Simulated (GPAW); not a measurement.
Runs of GPAW 26.7.0 on Li. It takes space group Im-3m (No. 229, cubic). The conventional cell has a = 3.509 Å, b = 3.509 Å, c = 3.509 Å, α = 90.00°, β = 90.00°, γ = 90.00°. Li (site symmetry m-3m) is surrounded by 8 Li at 3.04 Å. 

```csv
task,level,potentials or basis,cell,smearing,optimizer,fmax,max steps,convergence,target pressure,gap on the mesh (eV),pressure (GPa),relaxed volume (Å³/atom)
relaxation of cell and atoms,RPBE+D3(BJ),"the program's PAW data sets (release 1.2.1) made for this functional, pw",relaxed,fermi-dirac 0.05 eV,FIRE,0.05 eV/Å,40,density=1e-05 forces=0.0001,-,none,0.5,-
relaxation of cell and atoms,RPBE+D4,"the program's PAW data sets (release 1.2.1) made for this functional, pw",relaxed to 10 GPa,fermi-dirac 0.05 eV,FIRE,0.02 eV/Å,60,density=1e-05 forces=0.0001,10 GPa,none,9.8,-
single point,LDA,"the program's PAW data sets (release 1.2.1) made for this functional, pw",as given,gaussian 0.02 eV,-,-,-,-,-,none,(b),-
relaxation of cell and atoms,PBE+D4,"GPAW PAW data sets (gpaw-data 1.2.1), pw",relaxed to -1 GPa,fermi-dirac 0.05 eV,BFGS,0.05 eV/Å,40,density=1e-05 forces=0.0001,-1 GPa,none,-0.9,-
relaxation of cell and atoms,revPBE+D3(BJ),"the program's PAW data sets (release 1.2.1) made for this functional, pw",relaxed,fermi-dirac 0.05 eV,FIRE,0.01 eV/Å,100,density=1e-05 forces=0.0001,-,none,0.1,17.44
single point,PBE,"GPAW PAW data sets (gpaw-data 1.2.1), pw",as given,gaussian 0.028 eV,-,-,-,-,-,none,-0.8,-
relaxation of cell and atoms,revPBE+D4,"the program's PAW data sets (release 1.2.1) made for this functional, pw",relaxed to -2 GPa,fermi-dirac 0.05 eV,LBFGS,0.05 eV/Å,100,density=1e-05 forces=0.0001,-2 GPa,none,-1.8,-
relaxation of cell and atoms,PBE+D3(BJ),"GPAW PAW data sets (gpaw-data 1.2.1), pw",relaxed,fermi-dirac 0.05 eV,BFGS,0.02 eV/Å,60,density=1e-05 forces=0.0001,-,none,0.0,(a)
relaxation of cell and atoms,BLYP+D3(BJ),"PAW data sets generated in the run's folder for this functional, pw",relaxed,fermi-dirac 0.05 eV,LBFGS,0.01 eV/Å,60,density=1e-05 forces=0.0001,-,none,0.0,15.77
relaxation of cell and atoms,PBEsol+D4,"PAW data sets generated in the run's folder for this functional, pw",relaxed,fermi-dirac 0.05 eV,BFGS,0.02 eV/Å,60,density=1e-05 forces=0.0001,-,none,0.0,20.09
relaxation of cell and atoms,BLYP+D4,"PAW data sets generated in the run's folder for this functional, pw",relaxed to 5 GPa,fermi-dirac 0.05 eV,LBFGS,0.02 eV/Å,40,density=1e-05 forces=0.0001,5 GPa,none,4.8,-
single point,PBE,"GPAW PAW data sets (gpaw-data 1.2.1), pw",as given,gaussian 0.027 eV,-,-,-,-,-,none,-0.8,-
```

Alike in all rows: no spin polarisation; k mesh 11 × 11 × 11; cutoff (eV) 800.

Question: Estimate the missing entries.

Answer: (a) 18.44; (b) -1.5.

Caveats: later steps reuse the first step's grids (some runs); pairwise dispersion overbinds metals, which lowers pressure and volume (some runs); the volume moved by over 15 % at a fixed basis, so the end points are rough (some runs); the volume moved by -45 % from the deposited cell, more than functionals usually miss (some runs); the relaxation stopped at its first step, so nothing moved (some runs); the volume moved by -19 % from the deposited cell, more than functionals usually miss (some runs); the volume moved by -15 % from the deposited cell, more than functionals usually miss (some runs).

A gap of «none» marks a metal or a gap under the smearing width.
